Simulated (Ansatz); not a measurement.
MgS (started from an entry of an open crystallographic database) at its r2SCAN geometry, run in the PAW code Ansatz at 3 levels of theory. Calculated for a static, non-magnetic cell.

The r2SCAN input:
```yaml
crystal:
  lattice:
    - [0.0, 2.6015177399, 2.6015177399]
    - [2.6015177399, 0.0, 2.6015177399]
    - [2.6015177399, 2.6015177399, 0.0]
  atoms:
    - { symbol: Mg, position: [0.0, 0.0, 0.0] }
    - { symbol: S, position: [0.5, 0.5, 0.5] }
kpoints:
  mp_grid: { grid: [8, 8, 8] }
  band_path:
    path:
      - [0.0, 0.0, 0.0]
      - [0.5, 0.0, 0.5]
      - [0.625, 0.25, 0.625]
      - [0.375, 0.375, 0.75]
      - [0.5, 0.5, 0.5]
      - [0.5, 0.25, 0.75]
      - [0.0, 0.5, 0.5]
    npoints: 1
hamiltonian:
  xc: r2scan
scf:
  occupations: { method: fixed }
  n_extra_bands: 4
output:
  forces: true
  stress: true
  eigenvalues: true
  write_density: true
  write_potential: true
  elf: true
  volumetric_format: npy
```

Main results, then, where recorded, the levels near the gap in eV from the Fermi energy (columns number the bands from 0), one row a point of the path (Γ, X, U, K, L, W, X):
```
Crystal: 2 atoms, lattice volume = 35.214 Å³
Symmetry: 48 space group operations
Space group: Fm-3m (ITA 225)
```
```
Basis set: ecut = 500 eV, 893 PW (Γ)
k-points: 29 of 512
SCF converged after 6 iterations
Free energy (F): -2835.576044 eV
Fermi energy:    6.160714 eV
--- Stress (GPa, compression-positive) ---
        0.003674       0.000000       0.000000
        0.000000       0.003674       0.000000
        0.000000       0.000000       0.003674
  P = ⅓ Tr σ = 0.0037 GPa (0.037 kbar)
```
```tsv
band_3	band_4	band_5	band_6	band_7	band_8	band_9	band_10
-42.649	-13.186	0.000	0.000	0.000	4.642	8.482	8.482
-42.652	-11.468	-4.267	-1.726	-1.726	3.463	4.906	13.155
-42.651	-11.468	-3.754	-3.200	-1.401	4.557	7.315	10.395
-42.651	-11.468	-3.754	-3.200	-1.401	4.557	7.315	10.395
-42.650	-11.845	-4.875	-0.623	-0.623	5.214	7.492	7.492
-42.652	-11.421	-3.279	-3.279	-2.345	5.919	8.595	8.595
-42.652	-11.468	-4.267	-1.726	-1.726	3.463	4.906	13.155
```

With r2SCAN the valence top lies at Γ and the conduction bottom at X, 3.46 eV higher; the smallest vertical gap, at Γ, is 4.64 eV.

Question: Another run on the same cell gave
```
Basis set: ecut = 420 eV, 701 PW (Γ)
k-points: 16 of 216
hybrid outer 1: dexx = +1.519e-3 eV, tail = 1.08e-5 eV
hybrid outer 2: dexx = +2.822e-8 eV, tail = 1.78e-8 eV, Δε = 1.57e-3 eV
hybrid SCF converged: 2 outer / 8 inner (+2 warm-up)
Free energy (F): -2829.760104 eV
Fermi energy:    5.635539 eV
--- Stress (GPa, compression-positive) ---
        0.030805       0.000000       0.000000
        0.000000       0.030805       0.000000
        0.000000       0.000000       0.030805
  P = ⅓ Tr σ = 0.0308 GPa (0.308 kbar)
```
```tsv
band_3	band_4	band_5	band_6	band_7	band_8	band_9	band_10
-43.779	-13.673	0.000	0.000	0.000	5.047	9.330	9.330
-43.782	-11.868	-4.526	-1.811	-1.811	4.066	5.613	13.695
-43.782	-11.868	-3.984	-3.406	-1.465	5.215	8.078	11.259
-43.782	-11.868	-3.984	-3.406	-1.465	5.215	8.078	11.259
-43.780	-12.263	-5.199	-0.638	-0.638	5.819	8.312	8.312
-43.782	-11.818	-3.476	-3.476	-2.496	6.651	9.363	9.363
-43.782	-11.868	-4.526	-1.811	-1.811	4.066	5.613	13.695
```
Which level of theory and mesh gave it?

Answer: It is DDH-PBE0, judged by the exchange loop and the size of the gap (a near hybrid could fit too), on 6×6×6; the blocks that differ from the first input, but for the band path:
```yaml
crystal:
  host: atoms
kpoints:
  mp_grid: { grid: [6, 6, 6] }
hamiltonian:
  xc:
    exchange: pbe
    correlation: pbe
    exx: { coeff: inverse_dielectric }
```
DDH-PBE0 gives an indirect gap of 4.07 eV, from Γ to X; the least direct gap is 5.05 eV at Γ. The mean stress, 0.0 GPa, is small, and the program warns that its thresholds are loose for a hybrid's stress.

Question: Another run on the same cell gave
```
Basis set: ecut = 420 eV, 701 PW (Γ)
k-points: 16 of 216
hybrid outer 1: dexx = +1.753e-1 eV, tail = 7.40e-3 eV
hybrid outer 2: dexx = +1.100e-4 eV, tail = 4.98e-5 eV, Δε = 5.48e-2 eV
hybrid outer 3: dexx = +8.797e-7 eV, tail = 2.17e-7 eV, Δε = 3.54e-3 eV
hybrid outer 4: dexx = +4.704e-9 eV, tail = 3.75e-9 eV, Δε = 1.08e-4 eV, ΔF = 1.35e-29 eV/Å
hybrid SCF converged: 4 outer / 17 inner (+2 warm-up)
Free energy (F): -2805.121359 eV
Fermi energy:    3.410351 eV
--- Stress (GPa, compression-positive) ---
        3.954742       0.000000       0.000000
        0.000000       3.954742       0.000000
        0.000000       0.000000       3.954742
  P = ⅓ Tr σ = 3.9547 GPa (39.547 kbar)
```
```tsv
band_3	band_4	band_5	band_6	band_7	band_8	band_9	band_10
-53.854	-17.774	0.000	0.000	0.000	11.751	15.994	15.994
-53.858	-15.499	-5.672	-2.282	-2.282	10.334	11.702	21.600
-53.857	-15.504	-4.964	-4.127	-1.840	11.547	14.697	18.580
-53.857	-15.504	-4.964	-4.127	-1.840	11.547	14.697	18.580
-53.854	-16.011	-6.427	-0.820	-0.820	12.167	14.998	14.998
-53.857	-15.442	-4.309	-4.309	-2.931	13.243	16.150	16.150
-53.858	-15.499	-5.672	-2.282	-2.282	10.334	11.702	21.600
```
Which level of theory and mesh gave it?

Answer: It is Hartree-Fock, judged by the exchange loop and the size of the gap (a near hybrid could fit too), on 6×6×6; the blocks that differ from the first input, but for the band path:
```yaml
kpoints:
  mp_grid: { grid: [6, 6, 6] }
hamiltonian:
  xc: hf
```
Hartree-Fock gives an indirect gap of 10.33 eV, from Γ to X; the least direct gap is 11.75 eV at Γ. The mean pressure is +4.0 GPa (compression positive), so Hartree-Fock would enlarge the cell's volume. The stress of a hybrid is loosely converged here.

Small level splittings and stresses of the hybrids carry the error of their coarser meshes.

Totals of different functionals can't be compared.

The meshes of the hybrids are coarse, so their gaps aren't converged to the digits shown.
